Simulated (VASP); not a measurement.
# H2 in VASP: further runs

One molecule, H2, is run at these levels: PBE+D3(BJ), r2SCAN, HSE06; tasks: single point.

Program: VASP 6.6.1. These are calculated values, not measurements. Logs are shortened: lines on timing, memory, paths and dates and some standing lists are left out, and cuts for length are marked.

### Step 1. The molecule as given

The cell holds a molecule in a box, 2 atoms: a = 10.000 Å, b = 10.000 Å, c = 10.000 Å, α = 90.00°, β = 90.00°, γ = 90.00°.

### Step 2. Single point, PBE+D3(BJ)

Input file INCAR:

```
SYSTEM = H
  PREC = Accurate
  ENCUT = 450
  EDIFF = 1E-7
  ISMEAR = 0
  SIGMA = 0.02
  LREAL = .FALSE.
  LASPH = .TRUE.
  NELM = 100
  ALGO = Normal
  ISIF = 2
  LWAVE = .FALSE.
  LCHARG = .FALSE.
  GGA = PE
  IVDW = 12
  NBANDS = 8
```

Input file KPOINTS:

```
regular mesh
0
G
  1 1 1
  0 0 0
```

Input file POSCAR:

```
H
1.0
   10.0000000000      0.0000000000      0.0000000000
    0.0000000000     10.0000000000      0.0000000000
    0.0000000000      0.0000000000     10.0000000000
H
2
Direct
    0.5000000000      0.5000000000      0.4530000000
    0.5000000000      0.5000000000      0.5470000000
```

Potentials or basis: VASP PAW PBE potentials, release 64 (H).

Command:

```
> cat potpaw_PBE.64/H/POTCAR > POTCAR
> mpirun -np 1 vasp_std > vasp.out
```

OUTCAR:

```text
SYSTEM = H
   PREC = Accurate
   ENCUT = 450
   EDIFF = 1E-7
   ISMEAR = 0
   LREAL = .FALSE.
   LASPH = .TRUE.
   NELM = 100
   ISIF = 2
   GGA = PE
   IVDW = 12
 IVDW          = 12

 ion  position               nearest neighbor table
   1  0.500  0.500  0.453-
   2  0.500  0.500  0.547-

  LATTYP: Found a simple cubic cell.
 ALAT       =    10.0000000000

  Lattice vectors:

 A1 = (  10.0000000000,   0.0000000000,   0.0000000000)
 A2 = (   0.0000000000,  10.0000000000,   0.0000000000)
 A3 = (   0.0000000000,   0.0000000000,  10.0000000000)

Analysis of symmetry for initial positions (statically):
=====================================================================
 Subroutine PRICEL returns:
 Original cell was already a primitive cell.

 Routine SETGRP: Setting up the symmetry group for a
 simple cubic supercell.

 Subroutine GETGRP returns: Found 16 space group operations
 (whereof 16 operations were pure point group operations)
 out of a pool of 48 trial point group operations.

The static configuration has the point symmetry D_4h.

Analysis of symmetry for dynamics (positions and initial velocities):
=====================================================================
 Subroutine PRICEL returns:
 Original cell was already a primitive cell.

 Routine SETGRP: Setting up the symmetry group for a
 simple cubic supercell.

 Subroutine GETGRP returns: Found 16 space group operations
 (whereof 16 operations were pure point group operations)
 out of a pool of 48 trial point group operations.

The dynamic configuration has the point symmetry D_4h.

 Subroutine INISYM returns: Found 16 space group operations
 (whereof 16 operations are pure point group operations),
 and found     1 'primitive' translations

----------------------------------------------------------------------------------------

                                     Primitive cell

  volume of cell :    1000.0000

  direct lattice vectors                    reciprocal lattice vectors
    10.000000000  0.000000000  0.000000000     0.100000000  0.000000000  0.000000000
     0.000000000 10.000000000  0.000000000     0.000000000  0.100000000  0.000000000
     0.000000000  0.000000000 10.000000000     0.000000000  0.000000000  0.100000000

  length of vectors
    10.000000000 10.000000000 10.000000000     0.100000000  0.100000000  0.100000000

  position of ions in fractional coordinates (direct lattice)
     0.500000000  0.500000000  0.453000000
     0.500000000  0.500000000  0.547000000

  ion indices of the primitive-cell ions
   primitive index   ion index
                 1           1
                 2           2

----------------------------------------------------------------------------------------

 KPOINTS: regular mesh

Automatic generation of k-mesh.
 Grid dimensions read from file:
 generate k-points for:    1    1    1

 Generating k-lattice:

  Cartesian coordinates                     Fractional coordinates (reciprocal lattice)
     0.100000000  0.000000000  0.000000000     1.000000000  0.000000000  0.000000000
     0.000000000  0.100000000  0.000000000     0.000000000  1.000000000  0.000000000
     0.000000000  0.000000000  0.100000000     0.000000000  0.000000000  1.000000000

  Length of vectors
     0.100000000  0.100000000  0.100000000

  Shift w.r.t. Gamma in fractional coordinates (k-lattice)
     0.000000000  0.000000000  0.000000000

 Subroutine IBZKPT returns following result:
 ===========================================

 Found      1 irreducible k-points:

 Following reciprocal coordinates:
            Coordinates               Weight
  0.000000  0.000000  0.000000      1.000000
   k-points           NKPTS =      1   k-points in BZ     NKDIM =      1   number of bands    NBANDS=      8
   number of dos      NEDOS =    301   number of ions     NIONS =      2
   total plane-waves  NPLWV = 343000
   dimension x,y,z NGX =    70 NGY =   70 NGZ =   70
   dimension x,y,z NGXF=   140 NGYF=  140 NGZF=  140
   ions per type =               2
   NGX,Y,Z   is equivalent  to a cutoff of  11.64, 11.64, 11.64 a.u.
   NGXF,Y,Z  is equivalent  to a cutoff of  23.27, 23.27, 23.27 a.u.
 SYSTEM =  H
   PREC   = accura    normal or accurate (medium, high low for compatibility)
   ISTART =      0    job   : 0-new  1-cont  2-samecut
   ICHARG =      2    charge: 1-file 2-atom 10-const
   ISPIN  =      1    spin polarized calculation?
   LNONCOLLINEAR =      F non collinear calculations
   LSORBIT =      F    spin-orbit coupling
   LASPH  =      T    aspherical Exc in radial PAW
   ENCUT  =  450.0 eV  33.07 Ry    5.75 a.u.  17.30 17.30 17.30*2*pi/ulx,y,z
   NELM   =    100;   NELMIN=  2; NELMDL= -5     # of ELM steps
   EDIFF  = 0.1E-06   stopping-criterion for ELM
   LREAL  =      F    real-space projection
   EDIFFG = 0.1E-05   stopping-criterion for IOM
   NSW    =      0    number of steps for IOM
   IBRION =     -1    ionic relax: 0-MD 1-quasi-New 2-CG
   NFREE  =      0    steps in history (QN), initial steepest desc. (CG)
   ISIF   =      2    stress and relaxation
   ISYM   =      2    0-nonsym 1-usesym 2-fastsym
   POTIM  = 0.5000    time-step for ionic-motion
   TEBEG  =    0.0;   TEEND  =   0.0 temperature during run
   PSTRESS=    0.0 pullay stress
   NELECT =       2.0000    total number of electrons
   NUPDOWN=      -1.0000    fix difference up-down
   EMIN   =  10.00;   EMAX   =-10.00  energy-range for DOS
   EFERMI =   0.00;   METHOD = LEGACY
   ISMEAR =     0;   SIGMA  =   0.02  broadening in eV -4-tet -1-fermi 0-gaus
   EFERMI_NEDOS =   21; number of points for ismear=-14 and -15
   IALGO  =     38    algorithm
   IMIX   =      4    mixing-type and parameters
     AMIX     =   0.40;   BMIX     =  1.00
     AMIX_MAG =   1.60;   BMIX_MAG =  1.00
  volume/ion in A,a.u.               =     500.00      3374.17
  Fermi-wavevector in a.u.,A,eV,Ry     =   0.206261  0.389778  0.578844  0.042544
  Thomas-Fermi vector in A             =   0.968418
   LORBIT       =      0    0 simple, 1 ext, 2 COOP (PROOUT), +10 PAW based schemes
   GGA     = PE    functional components
   LHFCALC =     F    Hartree Fock is set to
   AEXX    =    0.0000 exact exchange contribution
   IVDW    =    12    specifies the selected vdW correction
   LEPSILON=     F    determine dielectric tensor
   LRPA    =     F    only Hartree local field effects (RPA)
 non-spin polarized calculation
 Gauss-broadening in eV      SIGMA  =   0.02
  energy-cutoff  :      450.00
  volume of cell :     1000.00
 maximum number of plane-waves:     21823
 NGX is ok and might be reduce to    70
   NGX = 35   NGY = 35   NGZ = 35

 number of electron       2.0000001 magnetization

 Free energy of the ion-electron system (eV)
  ---------------------------------------------------
  ext. energy  EPLUGINS =         0.00000000
  ---------------------------------------------------
  free energy    TOTEN  =        -6.34151097 eV

  energy without entropy =       -6.34151097  energy(sigma->0) =       -6.34151097

 E-fermi :  -9.4077     XC(G=0):  -0.4198

 val. band max:       -9.5072652878   @ k =   0.0000   0.0000   0.0000
 cond. band min:      -0.3939961890   @ k =   0.0000   0.0000   0.0000
 fundamental gap:      9.1132690988
 Fermi energy:        -9.4077020561

 k-point     1 :       0.0000    0.0000    0.0000
  band No.  band energies     occupation
      1      -9.5073      2.00000
      2      -0.3940      0.00000
      3      -0.1812      0.00000
      4       0.8723      0.00000
      5       0.8723      0.00000
      6       1.3176      0.00000
      7       1.3561      0.00000
      8       1.4038      0.00000

------------------------ aborting loop because EDIFF is reached ----------------------------------------

 Edisp (eV)   -0.00555

 E8    (eV) :    -0.0012

  FORCE on cell =-STRESS in cart. coord.  units (eV):
  Direction    XX          YY          ZZ          XY          YZ          ZX
  --------------------------------------------------------------------------------------
  -------------------------------------------------------------------------------------
  Total      -0.05604    -0.05604    -3.55816     0.00000    -0.00000     0.00000
  in kB      -0.08979    -0.08979    -5.70080     0.00000    -0.00000     0.00000
  external pressure =       -1.96 kB  Pullay stress =        0.00 kB

 VOLUME and BASIS-vectors are now :
 -----------------------------------------------------------------------------
  energy-cutoff  :      450.00
  volume of cell :     1000.00
      direct lattice vectors                 reciprocal lattice vectors
    10.000000000  0.000000000  0.000000000     0.100000000  0.000000000  0.000000000
     0.000000000 10.000000000  0.000000000     0.000000000  0.100000000  0.000000000
     0.000000000  0.000000000 10.000000000     0.000000000  0.000000000  0.100000000

 POSITION                                       TOTAL-FORCE (eV/Angst)
 -----------------------------------------------------------------------------------
      5.00000      5.00000      4.53000         0.000000     -0.000000      3.737339
      5.00000      5.00000      5.47000         0.000000      0.000000     -3.737339
 -----------------------------------------------------------------------------------
    total drift:                                0.000000      0.000000      0.000000

  FREE ENERGIE OF THE ION-ELECTRON SYSTEM (eV)
  ---------------------------------------------------
  free  energy   TOTEN  =        -6.3470621829 eV

  energy  without entropy=       -6.3470621829  energy(sigma->0) =       -6.34706218
```

It took 52 s on 1 thread of Intel Xeon Platinum 8175M at 2.50GHz (Skylake/Cascade Lake), shared host; peak memory 0.62 GiB.

Results:

* Free energy: -6.3471 eV
* Largest force: 3.737 eV/Å
* Gap between the frontier levels: 9.11 eV
* Dispersion energy per atom: -0.003 eV

Forces in eV/Å, atoms in the order of the input:
```
H    0.000  0.000  3.737
H    0.000  0.000 -3.737
```

(Part 1 of 2 ends here.)
